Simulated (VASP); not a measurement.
A run of VASP 6.6.1 is set up as follows.

INCAR

```
PREC = Accurate
ENCUT = 520
EDIFF = 1E-7
ISMEAR = 0
SIGMA = 0.02
LREAL = False
LASPH = True
NELM = 60
ALGO = Normal
ISIF = 3
LWAVE = False
LCHARG = False
GGA = PE
IBRION = 2
NSW = 80
EDIFFG = -0.002
```

Contents of KPOINTS:

```
Automatic mesh
0
Gamma
  2 2 2
```

Contents of POSCAR:

```
MgO
1.0
    0.0000000000      2.1085000000      2.1085000000
    2.1085000000      0.0000000000      2.1085000000
    2.1085000000      2.1085000000      0.0000000000
Mg O
1 1
Direct
    0.0000000000      0.0000000000      0.0000000000
    0.5000000000      0.5000000000      0.5000000000
```

Potentials or basis: VASP PAW PBE potentials, release 64 (Mg, O).

Launch:

```console
$ cat potpaw_PBE.64/Mg/POTCAR potpaw_PBE.64/O/POTCAR > POTCAR
$ mpirun -np 1 vasp_std > vasp.out
```

Q: Predict the relaxed cell.

A: a = 3.031 Å, b = 3.031 Å, c = 3.031 Å, α = 60.00°, β = 60.00°, γ = 60.00°.

Q: Predict the relaxed volume.

A: 9.85 Å³/atom.

Q: Estimate the space group after relaxing (to 0.05 Å).

A: Fm-3m (No. 225).

Step by step:
```
step  energy change (eV)  largest force (eV/Å)  pressure (GPa)  volume (Å³)
   1              0.0000                0.0000            7.98        18.75
   2             -0.0201                0.0000           -2.43        20.04
   3             -0.0228                0.0000            0.02        19.70
```

Caveat: the k mesh is coarse (spacing up to 1.29 Å⁻¹), so the values aren't converged. PBE usually gives volumes a little too large and moduli too small.
